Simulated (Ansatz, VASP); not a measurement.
## PtSe2 (Sudovikovite): VASP beside Ansatz

```
Pt Se
1.0
     3.72400    0.00000    0.00000
    -1.86200    3.22508    0.00000
     0.00000    0.00000    5.06200
Pt Se
1 2
Direct
  0.00000 0.00000 0.00000
  0.66667 0.33333 0.75000
  0.33333 0.66667 0.25000
```

Alike in both runs: task single point; functional PBE; k mesh 6 × 6 × 4; occupations fermi-dirac, width 0.03 eV; no spin polarisation.

|  | VASP | Ansatz |
| --- | --- | --- |
| version | VASP 6.6.1 | Ansatz 0.2.0 |
| potentials or method | VASP PAW PBE potentials, release 64 (Pt, Se), cutoff 520 eV | all-electron LAPW, scalar-relativistic |

```tsv
	VASP	Ansatz	Ansatz less VASP
gap on the k mesh at the Fermi level (eV)	none	none	-
pressure (GPa)	7.3	7.4	+0.03
largest component of the traceless stress (GPa)	1.23	1.22	-0.013
rms of the force components (eV/Å)	0.269	0.264	-0.0057
```

Atom by atom the forces differ by 0.006 eV/Å (rms over components). A gap of «none» marks a metal or a gap that the smearing closes. Ansatz ran all-electron here, so the differences hold the error of VASP's frozen core and of both bases.

Caveats: the k mesh is thin for a metal, which can move the energy by tens of meV per atom (Ansatz). The runs have no spin-orbit coupling, so splittings on Pt are missing.
